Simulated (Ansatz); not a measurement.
# NaH: the cost of one run

Computed with Ansatz 0.2.0 (DFT PBEsol, scalar-relativistic, unless a step's input says otherwise).

2 further runs of the same task are left out: 2 set aside as unsound or not needed.

## 1. The structure to begin with

The structure is cubic, space group Fm-3m (No. 225). Conventional cell: a = 4.880 Å, b = 4.880 Å, c = 4.880 Å, α = 90.00°, β = 90.00°, γ = 90.00°. Around Na (site symmetry m-3m) lie 6 H at 2.44 Å. Around H (site symmetry m-3m) lie 6 Na at 2.44 Å.

Structure file:

```cif
data_structure
_symmetry_space_group_name_H-M 'Fm-3m'
_symmetry_Int_Tables_number 225
_cell_length_a 4.8800
_cell_length_b 4.8800
_cell_length_c 4.8800
_cell_angle_alpha 90.000
_cell_angle_beta 90.000
_cell_angle_gamma 90.000
_cell_volume 116.21
loop_
_atom_site_label
_atom_site_type_symbol
_atom_site_symmetry_multiplicity
_atom_site_Wyckoff_symbol
_atom_site_fract_x
_atom_site_fract_y
_atom_site_fract_z
_atom_site_occupancy
Na1 Na 4 a 0.00000 0.00000 0.00000 1
H1 H 4 b 0.50000 0.00000 0.00000 1
```

The file gives the conventional cell by its symmetry; the runs use the cell typed in the input.

Atoms are numbered in the order of the input: Na1, H2.

## 2. The deformed structure

Space group Fm-3m before, I4/mmm after.

## 3. All-electron LAPW

input.yaml reads:

```yaml
crystal:
  lattice:
    - [0.0, 2.44, 2.4644]
    - [2.44, 0.0, 2.4644]
    - [2.44, 2.44, 0.0]
  atoms:
    - { symbol: Na, position: [0.0, 0.0, 0.0] }
    - { symbol: H, position: [0.5, 0.5, 0.5] }
kpoints:
  mp_grid: { grid: [9, 9, 9] }
  band_path:
    path:
      - [0.0, 0.0, 0.0]
      - [0.0, 0.5, 0.5]
      - [0.25, 0.75, 0.5]
      - [0.0, 0.5, 0.0]
      - [0.0, 0.0, 0.0]
      - [0.5, 0.5, 0.0]
      - [0.3725370062, 0.6274629938, 0.0]
      - [-0.3725370062, 0.3725370062, 0.0]
      - [0.0, 0.0, 0.0]
    npoints: 5
scf:
  occupations: { method: fermi_dirac, width: 0.03 }
hamiltonian:
  xc: pbesol
  pseudopotentials: { kind: all_electron, lapw: { basis_error: 0.001 } }
output:
  forces: true
  stress: true
  eigenvalues: true
```

The run is started by

```console
> ansatz run input.yaml --threads 1 --pin off --max-ram 3072MiB --backend cpu --events-out ev --progress --plain --runs-dir out
```

Q: Estimate wall time and peak memory on 1 thread of Arm Neoverse V1, shared host.

About 4.2 s, with a peak of 0.22 GiB.
